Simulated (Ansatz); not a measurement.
Crystal: ZrB2.

```
Zr B
1.0
     3.17000    0.00000    0.00000
    -1.58500    2.74530    0.00000
     0.00000    0.00000    3.53300
Zr B
1 2
Cartesian
  0.0000 0.0000 0.0000
  1.5850 0.9151 1.7665
  0.0000 1.8302 1.7665
```

* Program: Ansatz 0.2.0
* Task: relaxation of cell and atoms
* Functional: LDA
* Potentials or basis: Ansatz PAW
* Cutoff: 420 eV (not typed: the program's choice for these potentials)
* k mesh: 10 × 10 × 8
* Occupations: fermi-dirac, width 0.05 eV
* Spin: no spin polarisation

At the start: volume 10.25 Å³/atom.

Q: Where does the relaxation end?

A: It ends after 8 steps and the volume is 9.89 Å³/atom (-3.5 %); space group P6/mmm (No. 191, to 0.05 Å).

The path:
| step | energy change (eV) | largest force (eV/Å) | volume (Å³) |
| --- | --- | --- | --- |
| 1 | 0.0000 | 0.0000 | 30.75 |
| 2 | -0.0210 | 0.0000 | 29.18 |
| 3 | -0.0314 | 0.0000 | 29.66 |
| 4 | -0.0319 | 0.0000 | 29.68 |
| 5 | -0.0320 | 0.0000 | 29.66 |
| 6 | -0.0307 | 0.0000 | 29.66 |
| 7 | -0.0308 | 0.0000 | 29.66 |
| 8 | -0.0307 | 0.0000 | 29.66 |

Final structure:
```
CELL_PARAMETERS angstrom
3.13163 0.00000 0.00000
-1.56582 2.71207 0.00000
0.00000 0.00000 3.49206
ATOMIC_POSITIONS crystal
Zr 0.00000 0.00000 0.00000
B 0.66667 0.33333 0.50000
B 0.33333 0.66667 0.50000
```

Caveat: the plane-wave basis is chosen anew once the cell has moved, so the energies of steps on either side of that aren't comparable; the PAW data sets come from PBE, with cores solved anew for the run's functional, which leaves a small shift of forces and pressure.
